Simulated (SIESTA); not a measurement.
C: single point with PBE

Slab: C, a slab with vacuum.

```
CELL_PARAMETERS angstrom
2.45623 0.00000 0.00000
-1.22811 2.12716 0.00000
0.00000 0.00000 59.86654
ATOMIC_POSITIONS crystal
C 0.00000 0.00000 0.12528
C 0.66667 0.33333 0.12528
C 0.00000 0.00000 0.47159
C 0.33333 0.66667 0.47159
C 0.00000 0.00000 0.52841
C 0.66667 0.33333 0.52841
C 0.00000 0.00000 0.87472
C 0.33333 0.66667 0.87472
```

```yaml
Program: SIESTA 5.4.2
Task: single point
Functional: PBE
Potentials_or_basis: PseudoDojo 0.4 stringent (PBE files)
Basis: DZP (energy shift 0.003 Ry)
Grid_cutoff: 500 Ry
Energy_shift: 0.003 Ry
k_mesh: 12 × 12 × 1
Occupations: fermi-dirac, width 0.05 eV
Spin: no spin polarisation
```

The largest force is 0.029 eV/Å and the band gap on the k mesh is none (metal or under the smearing width).

Forces on the atoms (eV/Å):
```
C    0.000  0.000  0.002
C    0.000  0.000 -0.002
C    0.000  0.000  0.000
C    0.000  0.000 -0.029
C    0.000  0.000  0.000
C    0.000  0.000  0.029
C    0.000  0.000 -0.002
C    0.000  0.000  0.002
```

Stress tensor (GPa, compression positive):
```
4.57 0.00 0.00
0.00 4.57 0.00
0.00 0.00 0.05
```

Levels at points of the mesh, in eV from the Fermi level:
```csv
k point,band 14,band 15,band 16,band 17,band 18,band 19
"(0.00, 0.00, 0.00)",-3.17,-3.16,-3.16,6.25,7.89,7.89
"(0.50, 0.00, 0.00)",-2.38,-2.38,-2.23,1.58,1.72,1.72
"(0.00, 0.50, 0.00)",-2.38,-2.38,-2.23,1.58,1.72,1.72
"(0.50, 0.50, 0.00)",-2.38,-2.38,-2.23,1.58,1.72,1.72
```

Wall time 66 s on 1 thread of Arm Neoverse V1 (shared host), peak memory 0.35 GiB.

Caveat: the basis of atomic orbitals isn't converged, which shifts pressures, moduli and gaps.
